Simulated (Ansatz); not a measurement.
# Nb (Im-3m) in Ansatz: equation of state

Aim: energy against volume of Nb in PBEsol, for its equilibrium volume and stiffness.

All numbers are computed with Ansatz 0.2.0; they aren't measurements. Logs are shortened: lines on timing, memory, paths and dates and some standing lists are left out, and cuts for length are marked.

**Experimental background.**

“Pressure effects on the electronic structure and superconductivity of (TaNb)0.67(HfZrTi)0.33 high entropy alloy”, 2019, arxiv:1910.08312 quotes, for a bulk crystal of Nb: bulk modulus 169 GPa.

How close the calculation comes is told below.

### 1 Starting point

The structure is cubic, space group Im-3m (No. 229). Conventional cell: a = 3.328 Å, b = 3.328 Å, c = 3.328 Å, α = 90.00°, β = 90.00°, γ = 90.00°. Nb (site symmetry m-3m) has 8 Nb at 2.88 Å as nearest neighbours.

### 2 Equation of state, PBEsol

Potentials or basis: all-electron LAPW, scalar-relativistic.

No new run: the results of the series are fitted here.

What came out:

* Equilibrium volume: 17.59 Å³/atom
* Bulk modulus: 181 GPa
* Pressure derivative of the bulk modulus: 3.3

Energy against volume, from the lowest point:
```tsv
volume (Å³/atom)	energy (meV/atom)
17.322	2.01
17.691	0.00
18.060	6.46
18.428	20.72
18.797	42.12
19.165	70.05
19.534	103.88
```

### 3 How close it comes

Step 2. Measured bulk modulus of Nb: 169 GPa (quoted in “Pressure effects on the electronic structure and superconductivity of (TaNb)0.67(HfZrTi)0.33 high entropy alloy”, 2019, arxiv:1910.08312). This calculation gives 181 GPa (+7.1 %). The fit is for a static lattice scaled at fixed shape and fixed fractional positions.
